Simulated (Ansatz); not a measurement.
The same path of a periodic cell of 17 atoms, Si (host Si, host structure diamond, interstitial Si) was run twice with different band settings. Lost on the way: Si1–Si17. Made: Si14–Si17.

These are results of DFT PBEsol, scalar-relativistic, plane waves, PAW (Ansatz 0.2.0), not measurements. Settings: PAW set soft_1, cutoff 420 eV, k mesh 2x2x2, gaussian smearing 0.02 eV, no spin polarisation.

Relaxed end points:

```xyz
17
Lattice="0.0000 5.4300 5.4300 5.4300 0.0000 5.4300 5.4300 5.4300 0.0000" Properties=species:S:1:pos:R:3
Si -0.018 -0.018 0.018
Si 1.360 1.360 1.390
Si 2.741 2.741 0.024
Si 4.076 4.079 1.354
Si 2.720 -0.003 2.710
Si 4.040 1.360 4.070
Si 5.406 2.741 2.690
Si 6.787 4.107 4.073
Si -0.003 2.719 2.711
Si 1.359 4.040 4.071
Si 2.738 5.408 2.692
Si 4.106 6.788 4.074
Si 2.719 2.719 5.433
Si 4.072 4.071 6.788
Si 5.424 5.425 5.436
Si 6.786 6.788 6.754
Si 6.791 6.794 9.500
```

```xyz
17
Lattice="0.0000 5.4300 5.4300 5.4300 0.0000 5.4300 5.4300 5.4300 0.0000" Properties=species:S:1:pos:R:3
Si -0.001 0.000 0.000
Si 1.354 1.353 1.352
Si 2.717 2.714 0.033
Si 4.076 4.076 1.354
Si 2.718 0.034 2.712
Si 4.077 1.354 4.076
Si 5.397 2.715 2.715
Si 6.769 4.093 4.092
Si 0.036 2.717 2.713
Si 1.354 4.078 4.077
Si 2.716 5.397 2.716
Si 4.098 6.765 4.095
Si 2.718 2.718 5.396
Si 4.101 4.099 6.760
Si 5.438 5.432 5.427
Si 6.768 6.767 6.766
Si 8.152 8.147 8.142
```

Common settings: spring 5.0 eV/Å²; optimiser quadratic models (default); force threshold 0.05 eV/Å; end points relaxed.

| run | movable images | climbing image | start path | iteration limit |
| --- | --- | --- | --- | --- |
| 1 | 5 | yes | straight line | 57 |
| 2 | 2 | no | default | 50 |

(1) What does each run give, and how far can it be trusted?

## Answers

(1) Run 1: converged after 7 iterations, highest image 0.295 eV above the first end. By the program's own check the climbing image is of a kind that is not told: the force calls were inconclusive, a negative curvature could not be distinguished from the path's own, the only one lies far off the path, or fixed occupations may fill a level only in part (lowest curvatures found: -0.27 and 0.63 eV/Å²).
Run 2: converged after 7 iterations, highest image 0.263 eV above the first end. No image climbed, so the highest image needn't sit at the top of the path.
Limits of this set-up: coarse k mesh, PAW files made for another functional, a small cell, in which the defect meets its images.
